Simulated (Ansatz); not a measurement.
# What moves the field gradients of SiC?

Cell of run 1: a Materials Project structure (computed, not necessarily an observed phase), atoms as given.

```xyz
32
Lattice="3.0765 0.0000 0.0000 -1.5382 2.6643 0.0000 0.0000 0.0000 40.2677" Properties=species:S:1:pos:R:3 pbc="T T T"
Si    0.0000    1.7762   32.7180
Si    0.0000    1.7762   22.6501
Si    0.0000    0.0000   15.1015
Si    1.5382    0.8881   37.7487
Si    1.5382    0.8881    2.5162
Si    0.0000    0.0000   10.0661
Si    0.0000    0.0000   35.2354
Si    1.5382    0.8881   27.6826
Si    1.5382    0.8881   20.1328
Si    0.0000    1.7762   17.6148
Si    0.0000    1.7762   40.2666
Si    0.0000    0.0000   30.2000
Si    1.5382    0.8881   12.5841
Si    0.0000    0.0000   25.1639
Si    0.0000    1.7762    7.5488
Si    0.0000    0.0000    5.0301
C     0.0000    0.0000    6.9175
C     0.0000    1.7762   19.5019
C     1.5382    0.8881   14.4771
C     0.0000    1.7762    1.8917
C     1.5382    0.8881   22.0255
C     0.0000    0.0000   37.1226
C     0.0000    1.7762   24.5374
C     1.5382    0.8881   29.5756
C     0.0000    0.0000   16.9887
C     1.5382    0.8881   39.6358
C     0.0000    0.0000   32.0866
C     1.5382    0.8881    4.4036
C     0.0000    1.7762   34.6109
C     0.0000    0.0000   11.9528
C     0.0000    0.0000   27.0514
C     0.0000    1.7762    9.4418
```

Atoms are numbered from 1 in the order listed; like atoms form one site, named after its first atom.

All runs are DFT with Ansatz 0.2.0 (plane waves and PAW, scalar-relativistic unless spin–orbit coupling is named, Γ-centred meshes, Fermi–Dirac smearing where given) in this cell.

Run 1: PBE, atoms as given; 420 eV, 10×10×1 k-points, smearing 0.02 eV.
Run 2: r2SCAN, atoms as given; 500 eV, 10×10×1 k-points, smearing 0.02 eV.
Run 3: PBEsol, atoms as given; 420 eV, 10×10×1 k-points, smearing 0.02 eV.

```
run  Si2 V_zz (η)  Si3 V_zz (η)  Si4 V_zz (η)  Si6 V_zz (η)
  1   0.27 (0.00)   0.26 (0.00)   0.22 (0.00)   0.31 (0.00)
  2   0.29 (0.00)   0.28 (0.00)   0.21 (0.00)   0.32 (0.00)
  3             ?             ?             ?             ?
```

V_zz in 10²¹ V/m²; 4 of the 16 sets of like atoms are followed.

(1) Estimate the row of run 3.

## Answers

(1) Si2: 0.26 (0.00); Si3: 0.25 (0.00); Si4: 0.22 (0.00); Si6: 0.30 (0.00). It lies nearest to run 1, from whose tensors on these sites it differs by 0.01 at most (largest principal value of the difference).
